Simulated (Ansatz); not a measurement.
# What moves the pressure of ZnS?

```
CELL_PARAMETERS angstrom
0.00000 2.70465 2.70465
2.70465 0.00000 2.70465
2.70465 2.70465 0.00000
ATOMIC_POSITIONS crystal
Zn 0.00000 0.00000 0.00000
S 0.75000 0.75000 0.75000
```

Atoms are numbered in the order listed.

The cell is COD entry 9000107, as deposited and not checked against the literature; nothing was relaxed.

Computed with Ansatz 0.2.0, DFT, PBE, all-electron LAPW, scalar-relativistic.

The runs use a Γ-centred 9×9×9 k mesh, Fermi–Dirac smearing of 0.01 eV, basis error target 0.25 meV/atom, no spin polarisation.

In this reference run the pressure is 1.4 GPa (positive in compression). Each change below is made alone, on the same k mesh, with fractional coordinates held unless an atom is moved; x, y and z are the Cartesian axes.

**Question.** Order the changes by the shift of the pressure, most negative first.
A. volume scaled by 1.02
B. volume scaled by 0.98
C. x and y strained by +4 %, z held
D. z strained by +3 % at fixed volume

**Answer.** C (-5.0 GPa), A (-1.4 GPa), D (0.0 GPa), B (+1.6 GPa).
